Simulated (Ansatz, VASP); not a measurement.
## One calculation of GaN, two programs

```
Ga N
1.0
    -0.00527    2.10852    2.10852
     2.10852   -0.00527    2.10852
     2.10324    2.10324    0.00000
Ga N
1 1
Direct
  0.00000 0.00000 0.00000
  0.50000 0.50000 0.50000
```

Change from the starting cell: shear_xy strain -0.5%.

Alike in both runs: task single point; functional r2SCAN; k mesh 10 × 10 × 10; no spin polarisation.

|  | VASP | Ansatz |
| --- | --- | --- |
| version | VASP 6.6.1 | Ansatz 0.2.0 |
| potentials or method | VASP PAW PBE potentials, release 64 (Ga_d, N) | plane waves, PAW |
| plane-wave cutoff (eV) | 520 | 500 |
| occupations | gaussian, width 0.01 eV | fixed |
| valence electrons in the cell | 18 | 18 |

```tsv
	VASP	Ansatz	Ansatz less VASP
gap on the k mesh at the Fermi level (eV)	1.16	1.18	+0.023
pressure (GPa)	1.3	0.0	-1.34
largest component of the traceless stress (GPa)	1.17	1.18	+0.006
```

Caveats: the PAW data sets were made with another functional, which shifts forces and pressure a little (VASP). A k mesh can miss the band edges.
